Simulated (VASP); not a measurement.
Set up this calculation in VASP 6.6.1, as the native input.

| Item | Value |
| --- | --- |
| Task | relaxation of cell and atoms |
| Functional | PBE |
| Dispersion | MBD |
| Potentials or basis | VASP PAW PBE potentials, release 64 (Pb_d, Se) |
| Cutoff | 600 eV |
| k mesh | 8 × 8 × 8 |
| Occupations | gaussian, width 0.1 eV |
| Spin | no spin polarisation |
| Further INCAR settings | ALGO = Normal; EDIFF = 1e-07; IBRION = 2; EDIFFG = -0.02; NSW = 60; ISIF = 3 |

The structure of PbSe (Clausthalite) lies in POSCAR:

```
PbSe
4.3284
    0.000000000000      0.707108862397      0.707108862397
    0.707108862397      0.000000000000      0.707108862397
    0.707108862397      0.707108862397      0.000000000000
Pb Se
1 1
Direct
    0.0000000000      0.0000000000      0.0000000000
    0.5000000000      0.5000000000      0.5000000000
```

The input as run:

INCAR

```
SYSTEM = PbSe
ALGO = Normal ; EDIFF = 1E-7
EDIFFG = -0.02 ; ENCUT = 600
GGA = PE ; IBRION = 2
ISIF = 3 ; ISMEAR = 0
IVDW = 202 ; LASPH = .TRUE.
LCHARG = .FALSE. ; LREAL = .FALSE.
LWAVE = .FALSE. ; NELM = 80
NSW = 60 ; PREC = Accurate
SIGMA = 0.1
```

KPOINTS

```
k-points
0
G
  8 8 8
  0 0 0
```

Potentials or basis: VASP PAW PBE potentials, release 64 (Pb_d, Se).

The run is started by

```console
$ cat potpaw_PBE.64/Pb_d/POTCAR potpaw_PBE.64/Se/POTCAR > POTCAR
$ mpirun -np 1 vasp_std > vasp.out
```

It gave:

```
Relaxed volume                         : 29.17 Å³/atom
Relaxed cell                           : a = 4.353 Å, b = 4.353 Å, c = 4.353 Å, α = 60.00°, β = 60.00°, γ = 60.00°
Space group after relaxing (to 0.05 Å) : Fm-3m (No. 225)
Energy gained by relaxing              : 1.4 meV/atom
Ionic steps                            : 3
Pressure after relaxing                : 0.0 GPa
Band gap on the k mesh                 : 0.35 eV, direct
Hirshfeld charges                      : Pb +0.24; Se -0.24 e
Dispersion energy per atom             : -0.277 eV
```

Caveat: spin-orbit coupling is left out, which as a rule narrows the gap of such compounds by several tenths of an eV.

Wall time 60 s on 1 thread of Intel(R) Xeon(R) Platinum 8488C (Sapphire Rapids), with other jobs on the host, peak memory 0.21 GiB.
